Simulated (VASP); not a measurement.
Here is a VASP 6.6.1 calculation.

The input INCAR:

```
SYSTEM = TePb
  ALGO = Fast
  EDIFF = 1E-7
  ENCUT = 520
  GGA = PE
  ISIF = 2
  ISMEAR = 0
  LASPH = .TRUE.
  LCHARG = .FALSE.
  LREAL = .FALSE.
  LWAVE = .FALSE.
  NBANDS = 17
  NELM = 100
  PREC = Accurate
  SIGMA = 0.02
```

KPOINTS

```
k-points
0
G
  8 8 8
  0 0 0
```

The input POSCAR:

```
TePb
1.0
    0.0000000000      3.1267048400      3.1267048400
    3.1267048400      0.0000000000      3.1267048400
    3.1267048400      3.1267048400      0.0000000000
Te Pb
1 1
Direct
    0.5000000000      0.5000000000      0.5000000000
    0.0000000000      0.0000000000      0.0000000000
```

Potentials or basis: VASP PAW PBE potentials, release 64 (Te, Pb_d).

The run is started by

```sh
$ cat potpaw_PBE.64/Te/POTCAR potpaw_PBE.64/Pb_d/POTCAR > POTCAR
$ mpirun -np 1 vasp_std > vasp.out
```

Question: Predict the band gap on the k mesh.

Answer: 0.49 eV, direct.

Question: What does it give for the pressure?

Answer: 7.9 GPa.

Caveat: spin-orbit coupling is left out, which as a rule narrows the gap of such compounds by several tenths of an eV. A k mesh can miss the band edges.
